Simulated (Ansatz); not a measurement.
## Ba under changes of volume

One of the cells (62.989 Å³/atom); the others are scaled copies at fixed shape and fractional positions:

```
Ba
1.0
    -2.50650    2.50650    2.50650
     2.50650   -2.50650    2.50650
     2.50650    2.50650   -2.50650
Ba
1
Direct
  0.00000 0.00000 0.00000
```

- Program: Ansatz 0.2.0
- Functional: PBE
- Potentials or basis: Ansatz PAW earlier set
- Cutoff: 300 eV (not typed: the program's choice for these potentials)
- k mesh: 8 × 8 × 8
- Occupations: fermi-dirac, width 0.05 eV
- Spin: no spin polarisation

```tsv
volume (Å³/atom)	energy over the lowest point (meV/atom)	pressure (GPa)
59.209	6.39	0.6
60.469	2.61	0.4
61.729	0.52	0.2
62.989	0.00	0.0
64.249	0.92	-0.2
65.508	3.16	-0.3
66.768	?	?
```

Q: What does the run at 66.768 Å³/atom give?

A: Energy over the lowest point 6.61 meV/atom; pressure -0.5 GPa.

Worked out: A Birch-Murnaghan fit of order 3 (a polynomial in V^(-2/3)) to the other rows has its minimum at 62.80 Å³/atom with B0 = V·E''(V) = 9.2 GPa and B' = 3.1. It gives 6.63 meV/atom at 66.768 Å³/atom, against the run's 6.61, and -dE/dV = -0.5 GPa, against -0.5.

Energies are extrapolated to zero smearing.
